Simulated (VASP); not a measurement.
# HfN (P6_3/mmc) in VASP: single point with PBE

Aim: the single point of HfN with PBE.

Everything below comes from runs of VASP 6.6.1. Logs are shortened: lines on timing, memory, paths and dates and some standing lists are left out, and cuts for length are marked.

## (1) The structure

It takes space group P6_3/mmc (No. 194, hexagonal). The conventional cell has a = 3.134 Å, b = 3.134 Å, c = 5.417 Å, α = 90.00°, β = 90.00°, γ = 120.00°. Hf (site symmetry -6m2) is surrounded by 6 N at 2.26 Å. N (site symmetry -3m) is surrounded by 6 Hf at 2.26 Å.

The cell comes from a database or a generator and needn't be the stable form of this composition.

## (2) Single point, PBE

INCAR

```
SYSTEM = HfN
PREC = Accurate
ENCUT = 520
EDIFF = 1E-6
ISMEAR = 1
SIGMA = 0.15
LREAL = .FALSE.
LASPH = .TRUE.
NELM = 100
ALGO = Normal
ISIF = 2
LWAVE = .FALSE.
LCHARG = .TRUE.
GGA = PE
LELF = .TRUE.
LVHAR = .TRUE.
NBANDS = 23
```

KPOINTS

```
regular mesh
0
G
  8 8 4
  0 0 0
```

POSCAR

```
HfN
1.0
    3.1339080200      0.0000000000      0.0000000000
   -1.5669540100      2.7140439600      0.0000000000
    0.0000000000      0.0000000000      5.4167677200
Hf N
2 2
Direct
    0.6666666700      0.3333333300      0.7500000000
    0.3333333300      0.6666666700      0.2500000000
    0.0000000000      0.0000000000      0.0000000000
    0.0000000000      0.0000000000      0.5000000000
```

Potentials or basis: VASP PAW PBE potentials, release 64 (Hf_pv, N).

The run is started by

```
$ cat potpaw_PBE.64/Hf_pv/POTCAR potpaw_PBE.64/N/POTCAR > POTCAR
$ mpirun -np 1 vasp_std > vasp.out
```

OUTCAR:

```text
SYSTEM = HfN
   PREC = Accurate
   ENCUT = 520
   EDIFF = 1E-6
   ISMEAR = 1
   LREAL = .FALSE.
   LASPH = .TRUE.
   NELM = 100
   ISIF = 2
   GGA = PE

 ion  position               nearest neighbor table
   1  0.667  0.333  0.750-   3 2.26   4 2.26   3 2.26   4 2.26   3 2.26   4 2.26   2 3.26   2 3.26
                             2 3.26   2 3.26   2 3.26   2 3.26
   2  0.333  0.667  0.250-   3 2.26   4 2.26   3 2.26   4 2.26   3 2.26   4 2.26   1 3.26   1 3.26
                             1 3.26   1 3.26   1 3.26   1 3.26
   3  0.000  0.000  0.000-   1 2.26   2 2.26   1 2.26   2 2.26   1 2.26   2 2.26
   4  0.000  0.000  0.500-   1 2.26   2 2.26   1 2.26   2 2.26   1 2.26   2 2.26

  LATTYP: Found a hexagonal cell.
 ALAT       =     3.1339080200
 C/A-ratio  =     1.7284386413

  Lattice vectors:

 A1 = (   3.1339080200,   0.0000000000,   0.0000000000)
 A2 = (  -1.5669540100,   2.7140439600,   0.0000000000)
 A3 = (   0.0000000000,   0.0000000000,   5.4167677200)

Analysis of symmetry for initial positions (statically):
=====================================================================
 Subroutine PRICEL returns:
 Original cell was already a primitive cell.

 Routine SETGRP: Setting up the symmetry group for a
 hexagonal supercell.

 Subroutine GETGRP returns: Found 24 space group operations
 (whereof 12 operations were pure point group operations)
 out of a pool of 24 trial point group operations.

The static configuration has the point symmetry D_3d.
 The point group associated with its full space group is D_6h.

Analysis of symmetry for dynamics (positions and initial velocities):
=====================================================================
 Subroutine PRICEL returns:
 Original cell was already a primitive cell.

 Routine SETGRP: Setting up the symmetry group for a
 hexagonal supercell.

 Subroutine GETGRP returns: Found 24 space group operations
 (whereof 12 operations were pure point group operations)
 out of a pool of 24 trial point group operations.

The dynamic configuration has the point symmetry D_3d.
 The point group associated with its full space group is D_6h.

 Subroutine INISYM returns: Found 24 space group operations
 (whereof 12 operations are pure point group operations),
 and found     1 'primitive' translations

----------------------------------------------------------------------------------------

                                     Primitive cell

  volume of cell :      46.0727

  direct lattice vectors                    reciprocal lattice vectors
     3.133908020  0.000000000  0.000000000     0.319090412  0.184226935  0.000000000
    -1.566954010  2.714043960  0.000000000     0.000000000  0.368453870  0.000000000
     0.000000000  0.000000000  5.416767720     0.000000000  0.000000000  0.184611940

  length of vectors
     3.133908020  3.133908021  5.416767720     0.368453870  0.368453870  0.184611940

  position of ions in fractional coordinates (direct lattice)
     0.666666670  0.333333330  0.750000000
     0.333333330  0.666666670  0.250000000
     0.000000000  0.000000000  0.000000000
     0.000000000  0.000000000  0.500000000

  ion indices of the primitive-cell ions
   primitive index   ion index
                 1           1
                 2           2
                 3           3
                 4           4

----------------------------------------------------------------------------------------

 KPOINTS: regular mesh

Automatic generation of k-mesh.
 Grid dimensions read from file:
 generate k-points for:    8    8    4

 Generating k-lattice:

  Cartesian coordinates                     Fractional coordinates (reciprocal lattice)
     0.039886301  0.023028367  0.000000000     0.125000000  0.000000000  0.000000000
     0.000000000  0.046056734  0.000000000     0.000000000  0.125000000  0.000000000
     0.000000000  0.000000000  0.046152985     0.000000000  0.000000000  0.250000000

  Length of vectors
     0.046056734  0.046056734  0.046152985

  Shift w.r.t. Gamma in fractional coordinates (k-lattice)
     0.000000000  0.000000000  0.000000000

 Subroutine IBZKPT returns following result:
 ===========================================

 Found     30 irreducible k-points:

 Following reciprocal coordinates:
            Coordinates               Weight
  0.000000  0.000000  0.000000      1.000000
  0.125000  0.000000  0.000000      6.000000
  0.250000  0.000000  0.000000      6.000000
  0.375000 -0.000000  0.000000      6.000000
  0.500000  0.000000  0.000000      3.000000
  0.125000  0.125000  0.000000      6.000000
[... 16 lines left out ...]
  0.250000  0.000000  0.500000      6.000000
  0.375000 -0.000000  0.500000      6.000000
 [... further k-points ...]
   k-points           NKPTS =     30   k-points in BZ     NKDIM =     30   number of bands    NBANDS=     23
   number of dos      NEDOS =    301   number of ions     NIONS =      4
   total plane-waves  NPLWV =  23040
   dimension x,y,z NGX =    24 NGY =   24 NGZ =   40
   dimension x,y,z NGXF=    48 NGYF=   48 NGZF=   80
   ions per type =               2   2
   NGX,Y,Z   is equivalent  to a cutoff of  12.73, 12.73, 12.28 a.u.
   NGXF,Y,Z  is equivalent  to a cutoff of  25.46, 25.46, 24.55 a.u.
 SYSTEM =  HfN
   PREC   = accura    normal or accurate (medium, high low for compatibility)
   ISTART =      0    job   : 0-new  1-cont  2-samecut
   ICHARG =      2    charge: 1-file 2-atom 10-const
   ISPIN  =      1    spin polarized calculation?
   LNONCOLLINEAR =      F non collinear calculations
   LSORBIT =      F    spin-orbit coupling
   LASPH  =      T    aspherical Exc in radial PAW
   ENCUT  =  520.0 eV  38.22 Ry    6.18 a.u.   5.83  5.83 10.07*2*pi/ulx,y,z
   NELM   =    100;   NELMIN=  2; NELMDL= -5     # of ELM steps
   EDIFF  = 0.1E-05   stopping-criterion for ELM
   LREAL  =      F    real-space projection
   EDIFFG = 0.1E-04   stopping-criterion for IOM
   NSW    =      0    number of steps for IOM
   IBRION =     -1    ionic relax: 0-MD 1-quasi-New 2-CG
   NFREE  =      0    steps in history (QN), initial steepest desc. (CG)
   ISIF   =      2    stress and relaxation
   ISYM   =      2    0-nonsym 1-usesym 2-fastsym
   POTIM  = 0.5000    time-step for ionic-motion
   TEBEG  =    0.0;   TEEND  =   0.0 temperature during run
   PSTRESS=    0.0 pullay stress
   NELECT =      30.0000    total number of electrons
   NUPDOWN=      -1.0000    fix difference up-down
   EMIN   =  10.00;   EMAX   =-10.00  energy-range for DOS
   EFERMI =   0.00;   METHOD = LEGACY
   ISMEAR =     1;   SIGMA  =   0.15  broadening in eV -4-tet -1-fermi 0-gaus
   EFERMI_NEDOS =   21; number of points for ismear=-14 and -15
   IALGO  =     38    algorithm
   IMIX   =      4    mixing-type and parameters
     AMIX     =   0.40;   BMIX     =  1.00
     AMIX_MAG =   1.60;   BMIX_MAG =  1.00
  volume/ion in A,a.u.               =      11.52        77.73
  Fermi-wavevector in a.u.,A,eV,Ry     =   1.418951  2.681429 27.394278  2.013423
  Thomas-Fermi vector in A             =   2.540023
   LORBIT       =      0    0 simple, 1 ext, 2 COOP (PROOUT), +10 PAW based schemes
   GGA     = PE    functional components
   LHFCALC =     F    Hartree Fock is set to
   AEXX    =    0.0000 exact exchange contribution
   IVDW    =     0    specifies the selected vdW correction
   LEPSILON=     F    determine dielectric tensor
   LRPA    =     F    only Hartree local field effects (RPA)
 non-spin polarized calculation
 Methfessel and Paxton  Order N= 1 SIGMA  =   0.15
  energy-cutoff  :      520.00
  volume of cell :       46.07
 maximum number of plane-waves:      1275
 NGX is ok and might be reduce to    24
   NGX = 11   NGY = 11   NGZ = 21

 number of electron      30.0000001 magnetization

 Free energy of the ion-electron system (eV)
  ---------------------------------------------------
  ext. energy  EPLUGINS =         0.00000000
  ---------------------------------------------------
  free energy    TOTEN  =       -43.36845006 eV

  energy without entropy =      -43.36125602  energy(sigma->0) =      -43.36605204

 E-fermi :   7.7738     XC(G=0): -12.7447

 val. band max:        7.7407886869   @ k =   0.3750   0.1250   0.5000
 cond. band min:       7.7932250539   @ k =   0.2500   0.2500   0.5000
 fundamental gap:      0.0524363670
 Fermi energy:         7.7738345706

 k-point     1 :       0.0000    0.0000    0.0000
  band No.  band energies     occupation
      1     -23.7827      2.00000
      2     -22.9246      2.00000
      3     -22.8222      2.00000
      4     -22.8222      2.00000
      5     -22.7616      2.00000
      6     -22.7616      2.00000
[... 15 lines left out ...]
     22      13.5619      0.00000
     23      13.5619      0.00000

 k-point     2 :       0.1250    0.0000    0.0000
  band No.  band energies     occupation
      1     -23.7278      2.00000
      2     -22.9540      2.00000
      3     -22.9298      2.00000
      4     -22.8856      2.00000
      5     -22.8620      2.00000
      6     -22.7750      2.00000
[... 15 lines left out ...]
     22      13.0256      0.00000
     23      13.5126      0.00000

 k-point     3 :       0.2500    0.0000    0.0000
  band No.  band energies     occupation
      1     -23.5833      2.00000
      2     -23.2753      2.00000
      3     -23.1558      2.00000
      4     -22.9530      2.00000
      5     -22.9469      2.00000
      6     -22.8171      2.00000
[... 15 lines left out ...]
     22      13.0785      0.00000
     23      13.3042      0.00000
[... 495 lines left out ...]
 k-point    23 :       0.2500    0.0000    0.5000
  band No.  band energies     occupation
      1     -23.4125      2.00000
      2     -23.4125      2.00000
      3     -23.0760      2.00000
      4     -23.0760      2.00000
      5     -22.8825      2.00000
      6     -22.8825      2.00000
[... 15 lines left out ...]
     22      13.0463      0.00000
     23      14.2928      0.00000

 k-point    24 :       0.3750   -0.0000    0.5000
  band No.  band energies     occupation
      1     -23.5944      2.00000
      2     -23.5944      2.00000
      3     -23.1036      2.00000
      4     -23.1036      2.00000
      5     -22.9454      2.00000
      6     -22.9454      2.00000
[... 15 lines left out ...]
     22      13.4044      0.00000
     23      15.1532      0.00000

 [... further k-points ...]

------------------------ aborting loop because EDIFF is reached ----------------------------------------

  FORCE on cell =-STRESS in cart. coord.  units (eV):
  Direction    XX          YY          ZZ          XY          YZ          ZX
  --------------------------------------------------------------------------------------
  -------------------------------------------------------------------------------------
  Total        1.2067453      1.2067454      1.1291192      0.0000000     -0.0000000      0.0000000
  in kB       41.9645799     41.9645799     39.2651291      0.0000000     -0.0000000      0.0000000
  external PRESSURE =      41.0647630 kB  Pullay stress =       0.0000000 kB

 VOLUME and BASIS-vectors are now :
 -----------------------------------------------------------------------------
  energy-cutoff  :      520.00
  volume of cell :       46.07
      direct lattice vectors                 reciprocal lattice vectors
     3.133908020  0.000000000  0.000000000     0.319090412  0.184226935  0.000000000
    -1.566954010  2.714043960  0.000000000     0.000000000  0.368453870  0.000000000
     0.000000000  0.000000000  5.416767720     0.000000000  0.000000000  0.184611940

 POSITION                                       TOTAL-FORCE (eV/Angst)
 -----------------------------------------------------------------------------------
      1.56695      0.90468      4.06258        -0.000000      0.000000      0.000000
     -0.00000      1.80936      1.35419         0.000000     -0.000000      0.000000
      0.00000      0.00000      0.00000        -0.000000      0.000000      0.000000
      0.00000      0.00000      2.70838        -0.000000      0.000000      0.000000
 -----------------------------------------------------------------------------------
    total drift:                               -0.000004      0.000002     -0.000000

  FREE ENERGIE OF THE ION-ELECTRON SYSTEM (eV)
  ---------------------------------------------------
  free  energy   TOTEN  =       -43.3684500581 eV

  energy  without entropy=      -43.3612560173  energy(sigma->0) =      -43.36605204
```

Run time: 19 s. Hardware: 1 thread of AMD EPYC 9R45 (Zen 5), shared host; peak memory 0.14 GiB.

Results:

```
Free energy            : -43.3685 eV
Pressure               : 4.1 GPa
Band gap on the k mesh : none (metal or under the smearing width)
```
